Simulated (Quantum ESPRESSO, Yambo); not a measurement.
# CdS (Hawleyite): G0W0 with and without spin-orbit coupling, part 2 of 2

Aim: spinor G0W0 for CdS (Hawleyite) beside the scalar-relativistic result.

Quantum ESPRESSO 7.5 and Yambo 5.3.0; PBE and many-body steps on it, plane waves. Known limits of the many-body steps: not at the basis limit; no spin-orbit coupling in some runs; coarse k mesh.

So far. Step 4 (Scalar-relativistic): The gap on the mesh goes from 1.14 eV to 2.17 eV, a correction of +1.03 eV. Step 5 (Empty states on the mesh, 4×4×4 mesh, 388 bands): On this mesh the gap is 1.129 eV.

## 6. Conversion and set-up

This step: Yambo 5.3.0; conversion and set-up on PBE with spin-orbit coupling, plane waves, norm-conserving pseudopotentials.

The run is started by

```sh
$ (cd o/x.save; p2y > p2y.log; mv SAVE ../..); yambo > setup.log
```

Log:

```text
 Yambo, version 5.3.0

 [02] CORE Variables Setup
 =========================

  [02.01] Unit cells
  ==================

  Cell kind             :  FCC
  Atoms in the cell     :  Cd  S
  number of Cd atoms    :  1
  number of S  atoms    :  1

  List of atomic masses
  Mass of Cd    :  112.4100
  Mass of S     :  32.06000

  List of atomic coordinates    : [cc]
  Cd1       :  0.000000  0.000000  0.000000  order 1
  S1       :  2.755693  2.755693  2.755693  order 2

  Alat factors          :  5.511386  5.511386  5.511386 [a.u.]
  Direct lattice volume :  334.8209 [a.u.]
[...]
==========================================

 IBZ Q-points                                      :   8
 BZ  Q-points                                      :   64

 K/Q-points units:
 rlu = crystal or reduced units; cc = cartesian coordinates; iku = interal k-units

 Q [1]          [rlu]:  0.000000  0.000000  0.000000
 Q [2]          [rlu]: -0.40681E-17 -0.40681E-17  0.25000
 Q [3]          [rlu]:  0.81362E-17  0.81362E-17 -0.50000
[...]
Q [7]          [rlu]:  0.12428E-16 -0.50000     -0.50000
 Q [8]          [rlu]:  0.250000 -0.500000 -0.250000

  [03.01] X indexes
  =================

   [03.01.01] Sigma indexes
   ========================

 [06] Game Over & Game summary
```

The job ended after 3.1 s (1 MPI rank of Arm Neoverse V2, shared host; peak memory 0.25 GiB).

## 7. With spin-orbit coupling

This step: G0W0 on PBE with spin-orbit coupling, plane waves, norm-conserving pseudopotentials.

gw4.in reads:

```
HF_and_locXC
gw0
dyson
ppa
em1d
rim_cut
RandQpts= 1000000
RandGvec= 1 RL
EXXRLvcs= 94 Ry
VXCRLvcs= 376 Ry
Chimod= "HARTREE"
% BndsRnXp
 1 | 388 |
%
NGsBlkXp= 16 Ry
% LongDrXp
 1 | 1 | 1 |
%
% GbndRnge
 1 | 388 |
%
DysSolver= "n"
ExtendOut
PPAPntXp= 27.21138 eV
% QPkrange
 1 | 1 | 23 | 30 |
%
```

The run is started by

```sh
$ OMP_NUM_THREADS=1 mpirun -n 4 yambo -F gw4.in -J gw4 -C gw4 > gw4.log
```

Log:

```text
 Yambo, version 5.3.0

 [02] CORE Variables Setup
 =========================

  [... cell, symmetries and grids as in the set-up ...]

  [02.05] Energies & Occupations
  ==============================

  [X] === General ===
  [X] Electronic Temperature                        :  0.000000  0.000000 [eV K]
  [X] Bosonic    Temperature                        :  0.000000  0.000000 [eV K]
  [X] Finite Temperature mode                       : no
  [X] El. density                                   :  0.52403E+24 [cm-3]
  [X] Fermi Level                                   :  7.004026 [eV]

  [X] === Gaps and Widths ===
  [X] Conduction Band Min                           :  1.129152 [eV]
  [X] Valence Band Max                              :  0.000000 [eV]
  [X] Filled Bands                                  :  26
  [X] Empty Bands                                   :    27   388
  [X] Direct Gap                                    :  1.129152 [eV]
  [X] Direct Gap localized at k                     :  1
  [X] Indirect Gap                                  :  1.129152 [eV]
  [X] Indirect Gap between kpts                     :  1  1
  [X] Last valence band width                       :  2.182374 [eV]
  [X] 1st conduction band width                     :  4.261208 [eV]

 [03] Transferred momenta grid and indexing
 ==========================================

 IBZ Q-points                                      :   8
 BZ  Q-points                                      :   64

 K/Q-points units:
 rlu = crystal or reduced units; cc = cartesian coordinates; iku = interal k-units

 Q [1]          [rlu]:  0.000000  0.000000  0.000000
 Q [2]          [rlu]: -0.40681E-17 -0.40681E-17  0.25000
 Q [3]          [rlu]:  0.81362E-17  0.81362E-17 -0.50000
[...]
[EXS] Plane waves :   5161

 QP @ state[ 1 ] K range:  1  1
 QP @ state[ 1 ] b range:  23  30

 [xc] Functional : Perdew, Burke & Ernzerhof(X)+Perdew, Burke & Ernzerhof(C)
 [xc] LIBXC used to calculate xc functional
  PP Number of Atomic Species                      :  2
  NLCC RL compoments                               :   41151
  PP Number of Atomic Species                      :  2
  NLCC RL compoments                               :   41151

 [xc] E_xc :  -17.58864 [Ha]
      E_xc :  -35.17727 [Ry]

  Local XC kind (lXC) : Perdew, Burke & Ernzerhof(X)+Perdew, Burke & Ernzerhof(C)
  Non-Local XC kind (nlXC) : Hartree-Fock

  Corrections @ K [1] :  [eV]
 <23|nlXC|23> = -18.24943  0.13253E-18 <23|lXC|23> = -15.32800  0.18882E-15
 <24|nlXC|24> = -18.24945 -0.33199E-17 <24|lXC|24> = -15.32800 -0.37763E-15
 <25|nlXC|25> = -18.24941 -0.31202E-17 <25|lXC|25> = -15.32800  0.94408E-16
[...]
<29|nlXC|29> = -5.900240  0.18786E-17 <29|lXC|29> = -10.69870  0.000000
 <30|nlXC|30> = -5.900241  0.12020E-17 <30|lXC|30> = -10.69871 -0.94408E-16

 [08] Dyson equation: Newton solver
 ==================================

  [08.01] G0W0 (W PPA)
  ====================

  [  GW  ] Bands range     :     1   388
  [GW/PPA] G damping       :  0.100000 [eV]

  QP @ state[ 1 ] K range:  1  1
  QP @ state[ 1 ] b range:  23  30

   Sc/G bands                                       :     1   388
   Sc/G damping                                     :  0.100000 ev
   Sc bands terminator                              : no
   Sx RL components                                 :   5161

   QP @ state[ 1 ] K range                          :  1  1
   QP @ state[ 1 ] b range                          :  23  30
   GF energies kind                                 : Perdew, Burke & Ernzerhof(X)+Perdew, Burke & Ernzerhof(C)
   GF WF`s kind                                     : Perdew, Burke & Ernzerhof(X)+Perdew, Burke & Ernzerhof(C)
   Xs energies kind                                 : Perdew, Burke & Ernzerhof(X)+Perdew, Burke & Ernzerhof(C)
   Xs WF`s kind                                     : Perdew, Burke & Ernzerhof(X)+Perdew, Burke & Ernzerhof(C)

 [11] Game Over & Game summary
```

The job ended after 14 min (4 MPI ranks; peak memory 4.1 GiB; 55 min of CPU time).

This step gave:

| Item | Value |
| --- | --- |
| G0W0 gap on the points computed | 2.154 eV |
| starting gap on the mesh | 1.129 eV |
| k of the valence top | 0, 0, 0 |
| k of the conduction bottom | 0, 0, 0 |
| least direct G0W0 gap on the computed points | 2.154 eV |
| Z at the valence top | 0.7859 |
| Z at the conduction bottom | 0.8153 |

Against G0W0 in Yambo (4×4×4 mesh, 194 bands, screening to 217.7 eV, Godby-Needs plasmon pole), the gap moves by −0.019 eV.

## 8. Side by side

Times are wall times on 4 MPI ranks of Arm Neoverse V2, shared host, good to a factor of about two.

```csv
run,mesh,bands,screening cutoff (eV),DFT gap (eV),gap on the mesh (eV),direct (eV),time
scalar-relativistic,4×4×4,194,217.7,1.145,2.173,2.173,2.9 min
with spin-orbit coupling,4×4×4,388,217.7,1.129,2.154,2.154,14 min
```

## 9. Results

```json
{
 "scalar-relativistic": "2.173 eV",
 "with spin-orbit coupling": "2.154 eV",
 "known limits": "not at the basis limit; no spin-orbit coupling in some runs; coarse k mesh"
}
```

What this shows: With spin-orbit coupling: −0.019 eV against scalar-relativistic, −0.016 eV of it in the start. Against experiment, by with spin-orbit coupling: the gap of 2.15 eV lies −0.27 eV from the measured 2.42 eV (optical, 1995). An exciton line or allowed optical edge lies below the quasiparticle gap by the binding energy; a forbidden edge can push the onset above it. These are gaps on the mesh, at modest bands and cutoff. The calculation has static nuclei and no excitons; a measured gap holds zero-point and thermal motion, which mostly lowers it. Bands and cutoff are finite, so the gap is not at the basis limit. The miss can reach some tenths of an eV and take either sign; the mesh is an error of its own. In the G0W0 runs levels were corrected at 1 k point alone, so a gap called «on the mesh» is the least over those, and an edge elsewhere would be missed. The 4×4×4 mesh is coarse for this cell, which bears on the long-range parts of exchange and screening.

[Paths, hosts, dates, memory and timing lines, banners, echoed tables and standing remarks are left out of the program output.]

[Logs are printed without paths, hosts, clocks, repeated set-up lines and the standing remarks that a program may print on its own settings, such as how far it seeks lower states.]

[Runs of the session that timed out or met a known fault of the program may be left out.]

[Hosts, paths, dates, database ids (printed as entryN), source tags and the programs' standing remarks are cut or masked in the printed files.]
